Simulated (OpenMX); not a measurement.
**AgCl (Chlorargyrite): band structure with PBE**

**Measured values to compare with.**

A printed reference work, data compilation reports, for a bulk crystal of AgCl: band gap 3.249 eV (indirect).

Crystal: AgCl (Chlorargyrite).

```xyz
2
Lattice="0.0000 2.7350 2.7350 2.7350 0.0000 2.7350 2.7350 2.7350 0.0000" Properties=species:S:1:pos:R:3 pbc="T T T"
Ag    0.0000    0.0000    0.0000
Cl    2.7350    2.7350    2.7350
```

- Program: OpenMX 3.8.5
- Task: band structure
- Functional: PBE
- Potentials or basis: OpenMX 2013 PBE set, Ag7.0-s3p2d1, Cl7.0-s2p2d1, grid cutoff 400 Ry
- k mesh: 9 × 9 × 9
- Occupations: fermi-dirac, width 0.05 eV
- Spin: no spin polarisation
- Mixing scheme: rmm-diisk
- SCF threshold: 1e-08 Ha
- Solver: band
- Max SCF cycles: 100

The pressure is 5.6 GPa and the band gap on the k mesh is 1.19 eV, indirect (least direct gap 3.50 eV). The band gap along the path is 1.14 eV, indirect (least direct gap 3.35 eV) and the mulliken charges are Ag +0.43; Cl -0.43 e.

Levels at the corners of the path, in eV from the valence-band top:
```tsv
point	band 8	band 9	band 10	band 11	band 12	band 13	band 14	band 15	band 16	band 17
Γ	-2.58	-2.58	-2.49	-2.49	-2.49	1.14	13.24	13.24	13.24	14.50
X	-2.98	-2.38	-2.09	-2.08	-1.95	2.36	10.28	11.64	12.87	12.88
W	-2.13	-2.12	-2.08	-2.06	-1.28	4.28	8.43	9.66	9.66	15.39
K	-2.46	-2.14	-1.97	-1.75	-1.13	3.69	8.76	9.65	10.32	14.21
Γ	-2.58	-2.58	-2.49	-2.49	-2.49	1.14	13.24	13.24	13.24	14.50
L	-2.20	-2.20	-1.88	0.00	0.00	4.95	6.83	7.96	7.96	14.89
U	-2.46	-2.14	-1.97	-1.75	-1.13	3.69	8.76	9.65	10.32	14.21
W	-2.13	-2.12	-2.08	-2.06	-1.28	4.28	8.43	9.66	9.66	15.39
L	-2.20	-2.20	-1.88	0.00	0.00	4.95	6.83	7.96	7.96	14.89
K|U	-2.46	-2.14	-1.97	-1.75	-1.13	3.69	8.76	9.65	10.32	14.21
X	-2.98	-2.38	-2.09	-2.08	-1.95	2.36	10.28	11.64	12.87	12.88
```

Run time: 41 s on 1 thread of Arm Neoverse V2 (shared host), peak memory 0.6 GiB.

Against the measured gap of AgCl, 3.249 eV (indirect; a printed reference work, data compilation), the calculated 1.14 eV is off by -2.11 eV. So large a miss can be the level of theory's own, or it may mean another phase, state or a wrong row. Spin-orbit coupling on Ag is left out. The value is that of PBE in an atomic basis (OpenMX 2013 PBE set, Ag7.0-s3p2d1, Cl7.0-s2p2d1, grid cutoff 400 Ry), whose error adds to the functional's,, without temperature or zero-point motion. Semilocal functionals fall short of measured gaps as a rule.

Caveat: Mulliken charges move with the basis; the basis of atomic orbitals isn't converged, which shifts pressures, moduli and gaps.
